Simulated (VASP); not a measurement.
Si, 6 atoms in the cell. The cell holds a slab with vacuum, 6 atoms: a = 3.831 Å, b = 3.831 Å, c = 22.131 Å, α = 90.00°, β = 90.00°, γ = 120.00°. The slab is cut from a database's or a generator's crystal, which needn't be the stable form of the element. The cell isn't the ideal one: the (0 0 1) slab of Si, cut from the database cell, not relaxed.

```yaml
Program: VASP 6.6.1
Task: single point
Functional: PBE
Potentials_or_basis: VASP PAW PBE potentials, release 64 (Si)
Cutoff: 520 eV
k_mesh: 8 × 8 × 1
Occupations: fermi-dirac, width 0.05 eV
Spin: no spin polarisation
Dipole_correction: yes
Further_INCAR_settings: ALGO = Normal; EDIFF = 1e-07; NBANDS = 21
```

Potentials or basis: VASP PAW PBE potentials, release 64 (Si).

Command:

```bash
$ cat potpaw_PBE.64/Si/POTCAR > POTCAR
$ mpirun -np 1 vasp_std > vasp.out
```

Hardware: 1 thread of Intel(R) Xeon(R) Platinum 8375C CPU @ 2.90GHz (Ice Lake), with other jobs on the host.

Problem. Estimate the wall time of this run.

Solution. Run time: 67 s on 1 thread of Intel(R) Xeon(R) Platinum 8375C CPU @ 2.90GHz (Ice Lake), on a shared host, peak memory 0.34 GiB. Counts: scf iterations 23, k points 10.
